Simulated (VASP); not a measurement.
Crystal: ScAl3.

```
CELL_PARAMETERS angstrom
4.10533 0.00000 0.00000
0.00000 4.10533 0.00000
0.00000 0.00000 4.10533
ATOMIC_POSITIONS crystal
Sc 0.00000 0.00000 0.00000
Al 0.50000 0.00000 0.50000
Al 0.00000 0.50000 0.50000
Al 0.50000 0.50000 0.00000
```

The cell is a database's computed one.

```yaml
Program: VASP 6.6.1
Task: relaxation of cell and atoms
Functional: PBEsol
Potentials_or_basis: VASP PAW PBE potentials, release 64 (Sc_sv, Al)
Cutoff: 600 eV
k_mesh: 10 × 10 × 10
Occupations: gaussian, width 0.1 eV
Spin: no spin polarisation
```

At the start: pressure -2.1 GPa; volume 17.30 Å³/atom.

**Question.** Where does the relaxation end?

**Answer.** Over 3 steps the energy falls by 2.7 meV/atom and the volume is 16.89 Å³/atom (-2.3 %); space group Pm-3m (No. 221, to 0.05 Å).

Step by step:
```
step  energy change (eV)  largest force (eV/Å)  pressure (GPa)  volume (Å³)
   1              0.0000                0.0000           -2.07        69.19
   2             -0.0091                0.0000            0.83        66.98
   3             -0.0107                0.0000            0.00        67.57
```

Final structure:
```
Sc Al
1.0
     4.07308    0.00000    0.00000
     0.00000    4.07308    0.00000
     0.00000    0.00000    4.07308
Sc Al
1 3
Direct
  0.00000 0.00000 0.00000
  0.50000 0.00000 0.50000
  0.00000 0.50000 0.50000
  0.50000 0.50000 0.00000
```

Caveat: the PAW data sets were made with another functional, which shifts forces and pressure a little.
